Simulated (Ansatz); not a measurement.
# SrO (Fm-3m) in Ansatz: notebook

The runs below take SrO through single point, with revPBE+D3(BJ), r2SCAN+rVV10.

Everything below comes from runs of Ansatz 0.2.0. Logs are shortened: lines on timing, memory, paths and dates and some standing lists are left out, and cuts for length are marked.

## Step 1: The crystal as given

The structure is cubic, space group Fm-3m (No. 225). The conventional cell has a = 5.133 Å, b = 5.133 Å, c = 5.133 Å, α = 90.00°, β = 90.00°, γ = 90.00°. Sr (site symmetry m-3m) has 6 O at 2.57 Å as nearest neighbours. O (site symmetry m-3m) is surrounded by 6 Sr at 2.57 Å.

## Step 2: Single point, revPBE+D3(BJ), spin-orbit coupling, no magnetisation

input.yaml

```yaml
crystal:
  lattice:
    - [0.0, 2.5663, 2.5663]
    - [2.5663, 0.0, 2.5663]
    - [2.5663, 2.5663, 0.0]
  atoms:
    - { symbol: Sr, position: [0.5, 0.5, 0.5] }
    - { symbol: O, position: [0.0, 0.0, 0.0] }
hamiltonian:
  xc: revpbe
  pseudopotentials: { kind: nc_fr }
  dispersion: d3bj
magnetization:
  noncollinear: true
  spin_orbit: true
kpoints:
  mp_grid: { grid: [9, 9, 9] }
scf:
  occupations: { method: tetrahedron }
output:
  forces: true
  stress: true
```

Potentials or basis: PseudoDojo standard (PBE files).

The run is started by

```
$ ansatz run input.yaml --threads 1 --pin off --max-ram 2560MiB --backend cpu --events-out ev --progress --plain --runs-dir out
```

What it wrote:

```text
Warning: output.forces, output.stress, relax.cell or npt_langevin: where a Kohn–Sham band that disperses or a degenerate level is filled in part under the method tetrahedron, the forces or the stress that this run publishes need not agree with its energy (scf.occupations.method in the input reference, under Limitations); prefer a smearing scheme for the forces or the stress
Warning: RAYON_NUM_THREADS=1 ignored (pool sized by the plan → 1); use --threads N
Engine: ansatz 0.2.0, aarch64-unknown-linux-gnu
Pseudopotentials: kind: nc_fr
Pseudopotential: Sr, nc_fr, valence charge 10, recommended cutoff 925.187132 eV (normal), Sr.nc_fr.azcp (PseudoDojo's, or run here from an input of PseudoDojo's: the run reads no file of this project's for it)
Pseudopotential: O, nc_fr, valence charge 6, recommended cutoff 1142.878222 eV (normal), O.nc_fr.azcp (PseudoDojo's, or run here from an input of PseudoDojo's: the run reads no file of this project's for it)
Functional definition: revPBE
  parameter kappa = 1.245
  parameter beta = 0.06672455060314922
  exchange = pbe_x(kappa = kappa, mu = beta*pi^2/3)
  correlation = pbe_c(beta = beta)
non-collinear run that drives no moment, with spin-orbit: no starting moment large enough to seed its density (crystal.atoms[].spin), no starting occupations that ask for one, no magnetisation constraint and no magnetic field, so the semilocal B_xc is pinned to zero
Crystal: 2 atoms, lattice volume = 33.803 Å³
Basis set: ecut = 1142.878222 eV, 2975 PW (Γ), exchange–correlation on 90×90×90 points (8 copies of the dense FFT grid, shifted against one another)
Bands: 24, of which v1, the nominal top of the filled ones, is band 16 counted from 1 (15 counted from 0)
Symmetry: 48 space group operations + 48 with time reversal
Magnetic group: BNS 225.117 (UNI 1619), of the structure as read, at distance tolerance 3.2e-5 Å
k-points: 35 of 729
Projection manifold: j_resolved (fully-relativistic pseudo-atomic orbitals)
Non-local potential: Sr, projectors of the file, l = 0: 2, l = 1: 4, l = 2: 4
Non-local potential: O, projectors of the file, l = 0: 2, l = 1: 4, l = 2: 2
Initial density: superposition of atomic densities (chi_scale 0.1, normalization cell, long waves kept (reshape's long-wave potential 0.00 eV rms))
Initial wavefunctions: pseudopotential atomic-orbital guess
Functional: x = revpbe(κ = 1.245, μ = 0.2195149727645171), c = pbe(β = 0.06672455060314922)
SCF iter   1: F=—  HF=-1386.778886 eV  |F-HF|=—  |Δ(HF+E_count)|=         —  Δρ=7.71e-2  dr2=1.69e0  dr2_m=0.00e0 (ungated)  ethr=3.10e-3  |M|=0.00e0 ∫|m|=0.00e0 μB  |m|>n=0.0e0 m-floor=0.0e0 τ_xc=0.0e0  β_m=0.30  ⟨swp⟩=9.1  Hψ=2886  notcnv=0
preconditioner: auto → none  [insulator: Δε(μ)=2.246 eV  Ē_g=16.036 eV  n_scr=8 (ndim 8)  ℏωp=23.9 eV  f_vac=0.000  ε∞_Penn≈3.2]
SCF iter   2: F=—  HF=-1386.423483 eV  |F-HF|=—  |Δ(HF+E_count)|=   3.55e-1  Δρ=2.61e-2  dr2=2.95e-1  dr2_m=0.00e0 (ungated)  ethr=3.10e-3  |M|=0.00e0 ∫|m|=0.00e0 μB  |m|>n=0.0e0 m-floor=0.0e0 τ_xc=0.0e0  β_m=0.31  ⟨swp⟩=3.7  Hψ=979  notcnv=0  defer=130
SCF iter   3: F=—  HF=-1386.398932 eV  |F-HF|=—  |Δ(HF+E_count)|=   2.46e-2  Δρ=1.73e-2  dr2=9.67e-2  dr2_m=0.00e0 (ungated)  ethr=1.84e-3  |M|=0.00e0 ∫|m|=0.00e0 μB  |m|>n=0.0e0 m-floor=0.0e0 τ_xc=0.0e0  β_m=0.48  ⟨swp⟩=2.1  Hψ=473  notcnv=0  defer=130
SCF iter   4: F=—  HF=-1386.423189 eV  |F-HF|=—  |Δ(HF+E_count)|=   2.43e-2  Δρ=3.65e-3  dr2=2.75e-3  dr2_m=0.00e0 (ungated)  ethr=6.05e-4  |M|=0.00e0 ∫|m|=0.00e0 μB  |m|>n=0.0e0 m-floor=0.0e0 τ_xc=0.0e0  β_m=0.64  ⟨swp⟩=2.1  Hψ=653  notcnv=0  defer=130
SCF iter   5: F=—  HF=-1386.426604 eV  |F-HF|=—  |Δ(HF+E_count)|=   3.42e-3  Δρ=7.02e-4  dr2=1.60e-4  dr2_m=0.00e0 (ungated)  ethr=1.72e-5  |M|=0.00e0 ∫|m|=0.00e0 μB  |m|>n=0.0e0 m-floor=0.0e0 τ_xc=0.0e0  β_m=0.68  ⟨swp⟩=3.0  Hψ=781  notcnv=0  defer=130
SCF iter   6: F=—  HF=-1386.426611 eV  |F-HF|=—  |Δ(HF+E_count)|=   6.98e-6  Δρ=9.44e-5  dr2=1.21e-6  dr2_m=0.00e0 (ungated)  ethr=1.00e-6  |M|=0.00e0 ∫|m|=0.00e0 μB  |m|>n=0.0e0 m-floor=0.0e0 τ_xc=0.0e0  β_m=0.84  ⟨swp⟩=3.0  Hψ=592  notcnv=0  defer=130
SCF iter   7: F=—  HF=-1386.426651 eV  |F-HF|=—  |Δ(HF+E_count)|=   3.93e-5  Δρ=1.62e-5  dr2=1.36e-7  dr2_m=0.00e0 (ungated)  ethr=6.25e-10  |M|=0.00e0 ∫|m|=0.00e0 μB  |m|>n=0.0e0 m-floor=0.0e0 τ_xc=0.0e0  β_m=0.83  ⟨swp⟩=11.1  Hψ=2596  notcnv=0
SCF iter   8: F=-1386.426651 eV  HF=-1386.426651 eV  |F-HF|=4.29e-9  |Δ(HF+E_count)|=   3.56e-8  Δρ=3.70e-6  dr2=6.55e-9  dr2_m=0.00e0 (ungated)  ethr=6.25e-10  |M|=0.00e0 ∫|m|=0.00e0 μB  |m|>n=0.0e0 m-floor=0.0e0 τ_xc=0.0e0  ⟨swp⟩=4.7  Hψ=1394  notcnv=0
SCF 1 converged in 8 iterations: F = -1386.426651 eV  dr2 = 6.55e-9
SCF converged after 8 iterations
Stability not checked: this state was not tested for a lower state beside it, because cold or Methfessel-Paxton smearing, or corrected tetrahedra, fill the levels in a way that the test cannot read (fill_not_monotonic; see scf.lower_state_search)
Magnetization: |M| = 0.0000 μB,  M = (+0.0000, +0.0000, +0.0000) μB
Absolute magnetization: 0.0000 μB (∫|m|)
  site 0: m = (+0.0000, +0.0000, +0.0000) μB, |m| = 0.0000 μB  (R = 1.06 Å)
  site 1: m = (+0.0000, +0.0000, +0.0000) μB, |m| = 0.0000 μB  (R = 1.06 Å)
Free energy (F): -1386.426651 eV
Harris-Foulkes:  -1386.426651 eV  (|F-HF|=4.29e-9)
Internal energy: -1386.426651 eV  (E = F + TS)
E sigma→0 (E₀):  -1386.426651 eV
Fermi energy:    8.232782 eV
--- Per-component energies (eV) ---
  E_band       = -53.933969
  E_kinetic    = 554.256213
  E_local      = -832.272322  (includes V_loc(G=0)·N_el)
  E_nonlocal   = 68.797811
  E_hartree    = 227.163898
  E_xc         = -345.366878
  E_vxc        = -299.044140  (∫ρ·V_xc dr)
  E_ewald      = -1058.117221
  E_disp       = -0.888152  (pairwise vdW)
  E_smearing   = -0.000000  (= −TS)
  E_closure    = 0.000000  (closes the sum)
  Σ components = -1386.426651   (vs F -1386.426651, Δ=0.00e0)
--- Forces (eV/Å), atoms counted from 1 ---
  atom   1  Sr     0.00000000     0.00000000     0.00000000
  atom   2  O      0.00000000    -0.00000000     0.00000000
  max |Σ_I F_I| component: 8.89e-30 eV/Å
--- Stress (GPa, compression-positive) ---
        0.865212      -0.000000       0.000000
        0.000000       0.865212      -0.000000
       -0.000000       0.000000       0.865212
  P = ⅓ Tr σ = 0.8652 GPa (8.652 kbar)
--- Band table (eV; the first three rows and the last of 35) ---
  k-point 0: bands = ["-24.1705", "-24.1705", "-6.8172", "-6.8172", "-6.5934", "-6.5934", "-5.4171", "-5.4171", "-5.4171", "-5.4171", "8.1709", "8.1709", "8.2328", "8.2328", "8.2328", "8.2328", "12.4120", "12.4120", "14.5438", "14.5438", "14.5438", "14.5438", "14.5824", "14.5824"]
  k-point 1: bands = ["-24.1546", "-24.1546", "-7.2061", "-7.2061", "-6.4094", "-6.4094", "-5.4270", "-5.4270", "-5.2606", "-5.2606", "7.8565", "7.8565", "8.0433", "8.0433", "8.0771", "8.0771", "12.9631", "12.9631", "14.4261", "14.4261", "14.7829", "14.7829", "14.8098", "14.8098"]
  k-point 2: bands = ["-24.1138", "-24.1138", "-7.7286", "-7.7286", "-6.3296", "-6.3296", "-5.4519", "-5.4519", "-4.9408", "-4.9408", "7.1552", "7.1552", "7.6904", "7.6904", "7.7178", "7.7178", "14.1881", "14.1881", "14.3795", "14.3795", "15.4480", "15.4480", "15.4772", "15.4772"]
  k-point 34: bands = ["-23.9928", "-23.9928", "-7.7036", "-7.7036", "-6.7806", "-6.7806", "-6.0605", "-6.0605", "-5.0882", "-5.0882", "7.1016", "7.1016", "7.6915", "7.6915", "7.8362", "7.8362", "13.9137", "13.9137", "14.9271", "14.9271", "17.0098", "17.0098", "19.1512", "19.1512"]
```

Run time: 24 s. Hardware: 1 thread of Arm Neoverse N1, shared host; peak memory 0.5 GiB.

What came out:

| Item | Value |
| --- | --- |
| Free energy | -1386.4267 eV |
| Pressure | 0.9 GPa |
| Band gap on the k mesh | 3.46 eV, indirect (least direct gap 3.52 eV) |

Caveat: the potentials were made for another functional, which shifts forces and pressure; odd divisions of the mesh miss points on the zone boundary, where band edges often lie, so the gap on the mesh can be too wide; with tetrahedron occupations forces and stress needn't match the slope of the energy. A k mesh can miss the band edges.

## Step 3: Single point, r2SCAN+rVV10

input.yaml

```yaml
crystal:
  lattice:
    - [0.0, 2.5663, 2.5663]
    - [2.5663, 0.0, 2.5663]
    - [2.5663, 2.5663, 0.0]
  atoms:
    - { symbol: Sr, position_ang: [2.5663, 2.5663, 2.5663] }
    - { symbol: O, position_ang: [0.0, 0.0, 0.0] }
hamiltonian:
  xc: r2scan
  pseudopotentials: { kind: nc, source: spms }
  dispersion: rvv10
kpoints:
  mp_grid: { grid: [9, 9, 9] }
scf:
  occupations: { method: fermi_dirac, width: 0.1 }
output:
  forces: true
  stress: true
  eigenvalues: true
```

Potentials or basis: SPMS NC.

The run is started by

```
$ ansatz run input.yaml --threads 1 --pin off --max-ram 2560MiB --backend cpu --events-out ev --progress --plain --runs-dir out
```

Run time: 18 s. Hardware: 1 thread of Arm Neoverse N1, shared host; peak memory 0.53 GiB.

It converged, with:

* Free energy: -1416.2441 eV
* Band gap on the k mesh: 3.78 eV, indirect (least direct gap 3.88 eV)

Levels at points of the mesh, in eV from the valence-band top:
| k point | band 5 | band 6 | band 7 | band 8 | band 9 | band 10 | band 11 | band 12 |
| --- | --- | --- | --- | --- | --- | --- | --- | --- |
| (0.00, 0.00, 0.00) | -14.39 | 0.00 | 0.00 | 0.00 | 4.39 | 6.79 | 6.79 | 6.79 |

Caveat: the meta-GGA runs on potentials made for a GGA; the rVV10 pressure on norm-conserving files is uncertain; odd divisions of the mesh miss points on the zone boundary, where band edges often lie, so the gap on the mesh can be too wide; the potentials were made for another functional, which shifts forces and pressure. A k mesh can miss the band edges.

## Step 4: Single point, revPBE+D3(BJ), spin-orbit coupling, no magnetisation

input.yaml

```yaml
crystal:
  lattice: { a: 5.1326, b: 5.1326, c: 5.1326, alpha: 90.0, beta: 90.0, gamma: 90.0 }
  space_group: 225
  reduce_to_primitive: true
  atoms:
    - { symbol: Sr, wyckoff: "4b", position: [0.5, 0.0, 0.0] }
    - { symbol: O, wyckoff: "4a", position: [0.0, 0.0, 0.0] }
hamiltonian:
  xc: revpbe
  pseudopotentials: { kind: nc_fr }
  dispersion: d3bj
magnetization:
  noncollinear: true
  spin_orbit: true
kpoints:
  mp_grid: { grid: [9, 9, 9] }
scf:
  occupations: { method: tetrahedron }
output:
  forces: true
  stress: true
```

Potentials or basis: PseudoDojo standard (PBE files).

The run is started by

```
$ ansatz run input.yaml --threads 1 --pin off --max-ram 2560MiB --backend cpu --events-out ev --progress --plain --runs-dir out
```

What it wrote:

```text
Warning: output.forces, output.stress, relax.cell or npt_langevin: where a Kohn–Sham band that disperses or a degenerate level is filled in part under the method tetrahedron, the forces or the stress that this run publishes need not agree with its energy (scf.occupations.method in the input reference, under Limitations); prefer a smearing scheme for the forces or the stress
Warning: RAYON_NUM_THREADS=1 ignored (pool sized by the plan → 1); use --threads N
crystal.space_group: 225 is read as Fm-3m: the typed cell holds Sr4O4 (Sr 4b, O 4a). Least distances (Å): Sr–Sr 3.629, Sr–O 2.566, O–O 3.629
crystal.space_group generates its sites in this order, which a site index counts, at these fractional coordinates of the primitive cell where crystal.reduce_to_primitive is true, and else of the cell that is read (crystal.supercell repeats the list replica by replica, and crystal.defects acts on that): 0: Sr [0.500000, 0.500000, 0.500000]; 1: O [0.000000, 0.000000, 0.000000];
[... 9 set-up lines as earlier in the session ...]
non-collinear run that drives no moment, with spin-orbit: no starting moment large enough to seed its density (crystal.atoms[].spin), no starting occupations that ask for one, no magnetisation constraint and no magnetic field, so the semilocal B_xc is pinned to zero
Crystal: 2 atoms, lattice volume = 33.803 Å³
Basis set: ecut = 1142.878222 eV, 2975 PW (Γ), exchange–correlation on 90×90×90 points (8 copies of the dense FFT grid, shifted against one another)
Bands: 24, of which v1, the nominal top of the filled ones, is band 16 counted from 1 (15 counted from 0)
[... 1 set-up line as earlier in the session ...]
Magnetic group: BNS 225.117 (UNI 1619), of the structure as read, at distance tolerance 3.2e-5 Å
k-points: 35 of 729
Projection manifold: j_resolved (fully-relativistic pseudo-atomic orbitals)
[... 3 set-up lines as earlier in the session ...]
[... 10 lines left out ...]
SCF iter   8: F=-1386.426651 eV  HF=-1386.426651 eV  |F-HF|=4.28e-9  |Δ(HF+E_count)|=   3.55e-8  Δρ=3.70e-6  dr2=6.55e-9  dr2_m=0.00e0 (ungated)  ethr=6.25e-10  |M|=0.00e0 ∫|m|=0.00e0 μB  |m|>n=0.0e0 m-floor=0.0e0 τ_xc=0.0e0  ⟨swp⟩=4.7  Hψ=1394  notcnv=0
SCF 1 converged in 8 iterations: F = -1386.426651 eV  dr2 = 6.55e-9
SCF converged after 8 iterations
Stability not checked: this state was not tested for a lower state beside it, because cold or Methfessel-Paxton smearing, or corrected tetrahedra, fill the levels in a way that the test cannot read (fill_not_monotonic; see scf.lower_state_search)
Magnetization: |M| = 0.0000 μB,  M = (+0.0000, +0.0000, +0.0000) μB
Absolute magnetization: 0.0000 μB (∫|m|)
  site 0: m = (+0.0000, +0.0000, +0.0000) μB, |m| = 0.0000 μB  (R = 1.06 Å)
  site 1: m = (+0.0000, +0.0000, +0.0000) μB, |m| = 0.0000 μB  (R = 1.06 Å)
Free energy (F): -1386.426651 eV
Harris-Foulkes:  -1386.426651 eV  (|F-HF|=4.28e-9)
Internal energy: -1386.426651 eV  (E = F + TS)
E sigma→0 (E₀):  -1386.426651 eV
Fermi energy:    8.232782 eV
--- Per-component energies (eV) ---
  E_band       = -53.933968
  E_kinetic    = 554.256213
  E_local      = -832.272321  (includes V_loc(G=0)·N_el)
  E_nonlocal   = 68.797810
  E_hartree    = 227.163898
  E_xc         = -345.366878
  E_vxc        = -299.044140  (∫ρ·V_xc dr)
  E_ewald      = -1058.117221
  E_disp       = -0.888152  (pairwise vdW)
  E_smearing   = -0.000000  (= −TS)
  E_closure    = 0.000000  (closes the sum)
  Σ components = -1386.426651   (vs F -1386.426651, Δ=0.00e0)
--- Forces (eV/Å), atoms counted from 1 ---
  atom   1  Sr    -0.00000000     0.00000000     0.00000000
  atom   2  O     -0.00000000     0.00000000    -0.00000000
  max |Σ_I F_I| component: 1.22e-30 eV/Å
--- Stress (GPa, compression-positive) ---
        0.865212       0.000000       0.000000
        0.000000       0.865212       0.000000
       -0.000000       0.000000       0.865212
  P = ⅓ Tr σ = 0.8652 GPa (8.652 kbar)
--- Band table (eV; the first three rows and the last of 35) ---
  k-point 0: bands = ["-24.1705", "-24.1705", "-6.8172", "-6.8172", "-6.5934", "-6.5934", "-5.4171", "-5.4171", "-5.4171", "-5.4171", "8.1709", "8.1709", "8.2328", "8.2328", "8.2328", "8.2328", "12.4120", "12.4120", "14.5438", "14.5438", "14.5438", "14.5438", "14.5824", "14.5824"]
  k-point 1: bands = ["-24.1546", "-24.1546", "-7.2061", "-7.2061", "-6.4094", "-6.4094", "-5.4270", "-5.4270", "-5.2606", "-5.2606", "7.8565", "7.8565", "8.0433", "8.0433", "8.0771", "8.0771", "12.9631", "12.9631", "14.4261", "14.4261", "14.7829", "14.7829", "14.8098", "14.8098"]
  k-point 2: bands = ["-24.1138", "-24.1138", "-7.7286", "-7.7286", "-6.3296", "-6.3296", "-5.4519", "-5.4519", "-4.9408", "-4.9408", "7.1552", "7.1552", "7.6904", "7.6904", "7.7178", "7.7178", "14.1881", "14.1881", "14.3795", "14.3795", "15.4480", "15.4480", "15.4772", "15.4772"]
  k-point 34: bands = ["-23.9928", "-23.9928", "-7.7036", "-7.7036", "-6.7806", "-6.7806", "-6.0605", "-6.0605", "-5.0882", "-5.0882", "7.1016", "7.1016", "7.6915", "7.6915", "7.8362", "7.8362", "13.9137", "13.9137", "14.9271", "14.9271", "17.0098", "17.0098", "19.1512", "19.1512"]
```

Wall time 25 s (1 thread of Arm Neoverse N1, shared host); peak memory 0.5 GiB.

What came out:

```
Free energy            : -1386.4267 eV
Pressure               : 0.9 GPa
Band gap on the k mesh : 3.46 eV, indirect (least direct gap 3.52 eV)
```

Caveat: the potentials were made for another functional, which shifts forces and pressure; odd divisions of the mesh miss points on the zone boundary, where band edges often lie, so the gap on the mesh can be too wide; with tetrahedron occupations forces and stress needn't match the slope of the energy. A k mesh can miss the band edges.
